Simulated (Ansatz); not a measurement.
Set up this calculation in Ansatz 0.2.0, as the native input.

```yaml
Task: relaxation of cell and atoms
Functional: BLYP
Dispersion: D4
Potentials_or_basis: all-electron LAPW, scalar-relativistic
Basis_error_allowed: 0.001 eV/atom
k_mesh: 13 × 13 × 13
Occupations: fermi-dirac, width 0.05 eV
Spin: no spin polarisation
```

The system is C.

```xyz
2
Lattice="0.0000 1.7834 1.7834 1.7834 0.0000 1.7834 1.7834 1.7834 0.0000" Properties=species:S:1:pos:R:3 pbc="T T T"
C     2.6751    2.6751    2.6751
C     1.7834    1.7834    1.7834
```

This isn't the form of C at room conditions, which is graphite.

The input as run:

input.yaml

```yaml
crystal:
  lattice:
    - [0.0, 1.78337, 1.78337]
    - [1.78337, 0.0, 1.78337]
    - [1.78337, 1.78337, 0.0]
  atoms:
    - { symbol: C, position: [0.75, 0.75, 0.75] }
    - { symbol: C, position: [0.5, 0.5, 0.5] }
kpoints:
  mp_grid: { grid: [13, 13, 13] }
scf:
  occupations: { method: fermi_dirac, width: 0.05 }
hamiltonian:
  xc: blyp
  dispersion: d4
  pseudopotentials: { kind: all_electron, lapw: { basis_error: 0.001 } }
output:
  forces: true
  stress: true
relax:
  f_tol: 0.01
  max_steps: 60
  cell: {}
```

Potentials or basis: all-electron LAPW, scalar-relativistic.

Command:

```sh
$ ansatz run input.yaml --threads 1 --pin off --max-ram 3072MiB --backend cpu --events-out ev --progress --plain --runs-dir out
```

It gave:

* Relaxed volume: 5.68 Å³/atom
* Relaxed cell: a = 2.523 Å, b = 2.523 Å, c = 2.523 Å, α = 60.00°, β = 60.00°, γ = 60.00°
* Space group after relaxing (to 0.05 Å): Fd-3m (No. 227)
* Energy gained by relaxing: 0.0 meV/atom
* Ionic steps: 4
* Pressure after relaxing: 0.0 GPa
* Band gap on the k mesh: 4.46 eV

Caveat: an odd mesh through Γ misses points on the zone boundary, where band edges often lie.

It took 21 s on 1 thread of Intel(R) Xeon(R) Processor @ 2.50GHz (Skylake/Cascade Lake), on a shared host, peak memory 0.29 GiB.
